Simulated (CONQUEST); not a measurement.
# PbS (Galena) (Fm-3m) in CONQUEST: equation of state

How stiff is PbS (Galena) in PBE, and what volume does it want? The cell is scaled to several volumes.

Program: CONQUEST 1.3. These are calculated values, not measurements. Logs are shortened: lines on timing, memory, paths and dates and some standing lists are left out, and cuts for length are marked.

**1. The crystal as given**

The structure is cubic, space group Fm-3m (No. 225). The conventional cell has a = 5.932 Å, b = 5.932 Å, c = 5.932 Å, α = 90.00°, β = 90.00°, γ = 90.00°. Pb (site symmetry m-3m) is surrounded by 6 S at 2.97 Å. S (site symmetry m-3m) is surrounded by 6 Pb at 2.97 Å.

**2. Equation of state, PBE, 24.52 Å³/atom (volume scaled by 0.94)**

Conquest_input reads:

```
IO.Title PbS
IO.Coordinates coords.dat
IO.FractionalAtomicCoords T
IO.Iprint 2
IO.Iprint_init 1
General.NumberOfSpecies 2
General.PseudopotentialType hamann
AtomMove.TypeOfRun static
AtomMove.FullStress T
Grid.PointsAlongX 40
Grid.PointsAlongY 40
Grid.PointsAlongZ 60
DM.SolutionMethod diagon
Diag.MPMesh T
Diag.GammaCentred T
Diag.MPMeshX 6
Diag.MPMeshY 6
Diag.MPMeshZ 5
Diag.kT 0.00183747
minE.SCTolerance 1e-6
SC.MaxIters 100
IO.AtomChargeOutput T
%block ChemicalSpeciesLabel
1 207.200 Pb
2 32.070 S
%endblock
```

coords.dat reads:

```
    7.7640982386     0.0000000000     0.0000000000
    0.0000000000     7.7640982386     0.0000000000
    0.0000000000     0.0000000000    10.9800930276
4
  0.0000000000   0.0000000000   0.0000000000 1 T T T
  0.5000000000   0.5000000000   0.5000000000 1 T T T
  0.0000000000   0.0000000000   0.5000000000 2 T T T
  0.5000000000   0.5000000000   0.0000000000 2 T T T
```

Potentials or basis: PseudoDojo NC PBE, DZP, grid of 40 × 40 × 60 points.

Started as:

```console
$ Conquest
```

The log of the run:

```text
Simulation cell dimensions:     7.7641 a0 x     7.7641 a0 x    10.9801 a0

      Atomic coordinates (a0)
         Atom         X         Y         Z  Species
            1    0.0000    0.0000    0.0000        1
            2    3.8820    3.8820    5.4900        1
            3    0.0000    0.0000    5.4900        2
            4    3.8820    3.8820    0.0000        2

         Monkhorst-Pack mesh:   6 x   6 x   5 gamma-centred
        This calculation includes non-local pseudopotentials,
         with a maximum core radius of      7.54117217

    Job title: PbS
    Job to be run: static calculation

[... 5 lines left out ...]
      Using Fermi-Dirac smearing

    Integration grid size:     40 x   40 x   60

    Integration grid spacing:  0.194 a0 x 0.194 a0 x 0.183 a0

    Number of species:  2
    --------------------------------------------------------
    |   #  mass (au)  Charge (e)  SF Rad (a0)  NSF  Label  |
    --------------------------------------------------------
    |   1    207.200      14.000        7.764   18  Pb     |
    |   2     32.070       6.000        6.405   13  S      |
    --------------------------------------------------------
          SCF tolerance:                 0.00000100
          SCF iterations:               100

    The functional used will be GGA PBE96

           radial cut-off to be used is taken to be max PAO cut-off radius for this species:    7.541172

           greatest ang. mom. for making density from PAOs:  2

           radial cut-off to be used is taken to be max PAO cut-off radius for this species:    6.083497

           greatest ang. mom. for making density from PAOs:  2
    Minimum blocs/proc is     1500. Maximum blocs/proc is     1500
    set_atom_dens: In set_atomic_density, electrons :      40.000000000000
 matrix_size & matrix_size_padH =           62          62

    Screened ion int: energy:    -122.946232593528 Ha

    new_SC_potl: Starting.  Tolerance:  0.10000E-05

    PulayMixSC: Starting Pulay mixing, A_up =  0.500 A_dn =  0.500
    PulayMixSC: Spin non-polarised calculation.
          Harris-Foulkes Energy            :      -162.909833761215822 Ha
          GroundState Energy (E-(1/2)TS)   :      -162.909833887983126 Ha
          Free Energy (E-TS)               :      -162.909834014750430 Ha
          DFT Total Energy                 :      -162.826102192329955 Ha
          Total number of electrons        :        39.999999999999616
    PulayMixSC: Pulay iteration     1 residual:              0.23557E-02
          Harris-Foulkes Energy            :      -162.879057355359976 Ha
          GroundState Energy (E-(1/2)TS)   :      -162.879062226264381 Ha
          Free Energy (E-TS)               :      -162.879067097168786 Ha
          DFT Total Energy                 :      -162.872160004346199 Ha
          Total number of electrons        :        40.000026491463558
    PulayMixSC: Pulay iteration     2 residual:              0.10149E-02
          Harris-Foulkes Energy            :      -162.876483637979163 Ha
          GroundState Energy (E-(1/2)TS)   :      -162.876485452487486 Ha
          Free Energy (E-TS)               :      -162.876487266995781 Ha
          DFT Total Energy                 :      -162.876524849932537 Ha
          Total number of electrons        :        40.000038718705220
    PulayMixSC: Pulay iteration     3 residual:              0.33728E-03
          Harris-Foulkes Energy            :      -162.876550698215368 Ha
          GroundState Energy (E-(1/2)TS)   :      -162.876552152485829 Ha
          Free Energy (E-TS)               :      -162.876553606756289 Ha
          DFT Total Energy                 :      -162.876543094147877 Ha
          Total number of electrons        :        40.000055064492315
    PulayMixSC: Pulay iteration     4 residual:              0.32570E-04
          Harris-Foulkes Energy            :      -162.876547271402046 Ha
          GroundState Energy (E-(1/2)TS)   :      -162.876548701590735 Ha
          Free Energy (E-TS)               :      -162.876550131779453 Ha
          DFT Total Energy                 :      -162.876547047665127 Ha
          Total number of electrons        :        40.000055357594405
    PulayMixSC: Pulay iteration     5 residual:              0.74521E-05
          Harris-Foulkes Energy            :      -162.876547743185171 Ha
          GroundState Energy (E-(1/2)TS)   :      -162.876549181870558 Ha
          Free Energy (E-TS)               :      -162.876550620555946 Ha
          DFT Total Energy                 :      -162.876547635089821 Ha
          Total number of electrons        :        40.000055884278304
    PulayMixSC: Pulay iteration     6 residual:              0.33172E-05
          Harris-Foulkes Energy            :      -162.876547489853408 Ha
          GroundState Energy (E-(1/2)TS)   :      -162.876548924241376 Ha
          Free Energy (E-TS)               :      -162.876550358629345 Ha
          DFT Total Energy                 :      -162.876547489841812 Ha
          Total number of electrons        :        40.000057785769940
    PulayMixSC: Pulay iteration     7 residual:              0.89468E-07
    PulayMixSC: Reached SCF tolerance of  0.89468E-07 after      7 iterations
      | Number of electrons      =        40.000058
      |* band energy as 2Tr[K.H] =       -22.917409296267497 Ha
      |  screened ion-ion energy =      -122.946232593528080 Ha
      |  Ha correction           =         0.513935813269988 Ha
      |  XC correction           =       -17.526838617288121 Ha
      | GS Energy as E-(1/2)TS   =      -162.876548924241376 Ha
      | Free Energy as E-TS      =      -162.876550358629345 Ha
      |* Harris-Foulkes energy   =      -162.876547489853408 Ha
      |* DFT total energy        =      -162.876547489841812 Ha
      |  estimated accuracy      =        -0.000000000011596 Ha

    force: Forces on atoms (Ha/a0)
    force:  Atom   X              Y              Z
    force:     1  -0.0000000000   0.0000000000  -0.0000000000
    force:     2  -0.0000000000  -0.0000000000   0.0000000000
    force:     3   0.0000000000   0.0000000000   0.0000000000
    force:     4  -0.0000000000   0.0000000000  -0.0000000000

    force: Maximum force :        0.00000000(Ha/a0) on atom         1 in z direction
    force: Force Residual:        0.00000000 Ha/a0
    force: Total stress:         -7.42380872     0.00000000    -0.00000000 GPa
                             0.00000000    -7.42380872    -0.00000000
                             0.00000000    -0.00000000    -7.34324158
    force: Average pressure:      7.39695301 GPa

    force: Finished force
    get_E_and_F: Change in energy during last step of electronic optimisation:  0.25333E-06

    BIBLIOGRAPHY: Please consider citing the following references in the conquest.bib file

    CONQUEST:         Bowler2002pt, Miyazaki2004, Nakata2020
    Basis:            Bowler2019
    DM:               Bowler:2006xr
    Pseudopotentials: Hamann2013, Bowler2019
    XC functional:    Perdew1996
```

It took 26 s on 1 thread of AMD EPYC 9B45 (Zen 5), shared host; peak memory 0.59 GiB.

What came out:

* Free energy: -4432.0967 eV
* Pressure: 7.4 GPa
* Mulliken charges: Pb +0.67; S -0.67 e

Caveat: Mulliken charges move with the basis; this odd mesh misses L, where the gap lies, so gap, dielectric constants and Born charges aren't listed; the basis of atomic orbitals isn't converged, which shifts pressures, moduli and gaps; the real-space grid breaks the cell's symmetry a little.

**3. Equation of state, PBE, 25.04 Å³/atom (volume scaled by 0.96)**

Conquest_input is that of step 2.

coords.dat reads:

```
    7.8187767883     0.0000000000     0.0000000000
    0.0000000000     7.8187767883     0.0000000000
    0.0000000000     0.0000000000    11.0574201743
4
  0.0000000000   0.0000000000   0.0000000000 1 T T T
  0.5000000000   0.5000000000   0.5000000000 1 T T T
  0.0000000000   0.0000000000   0.5000000000 2 T T T
  0.5000000000   0.5000000000   0.0000000000 2 T T T
```

Potentials or basis: PseudoDojo NC PBE, DZP, grid of 40 × 40 × 60 points.

Started as:

```console
$ Conquest
```

Run time: 26 s. Hardware: 1 thread of AMD EPYC 9B45 (Zen 5), shared host; peak memory 0.59 GiB.

The run converged. Its results:

```yaml
Free_energy: -4432.1815 eV
Pressure: 5.6 GPa
Mulliken_charges: Pb +0.66; S -0.66 e
```

Caveat: Mulliken charges move with the basis; this odd mesh misses L, where the gap lies, so gap, dielectric constants and Born charges aren't listed; the basis of atomic orbitals isn't converged, which shifts pressures, moduli and gaps; the real-space grid breaks the cell's symmetry a little.

**4. Equation of state, PBE, 25.56 Å³/atom (volume scaled by 0.98)**

Conquest_input is that of step 3.

coords.dat reads:

```
    7.8727010908     0.0000000000     0.0000000000
    0.0000000000     7.8727010908     0.0000000000
    0.0000000000     0.0000000000    11.1336806542
4
  0.0000000000   0.0000000000   0.0000000000 1 T T T
  0.5000000000   0.5000000000   0.5000000000 1 T T T
  0.0000000000   0.0000000000   0.5000000000 2 T T T
  0.5000000000   0.5000000000   0.0000000000 2 T T T
```

Started as:

```console
$ Conquest
```

Run time: 25 s. Hardware: 1 thread of AMD EPYC 9B45 (Zen 5), shared host; peak memory 0.57 GiB.

Results (log left out):

```
Free energy      : -4432.2449 eV
Pressure         : 4.2 GPa
Mulliken charges : Pb +0.65; S -0.65 e
```

Caveat: Mulliken charges move with the basis; this odd mesh misses L, where the gap lies, so gap, dielectric constants and Born charges aren't listed; the basis of atomic orbitals isn't converged, which shifts pressures, moduli and gaps.

[end of part 1 of 2]
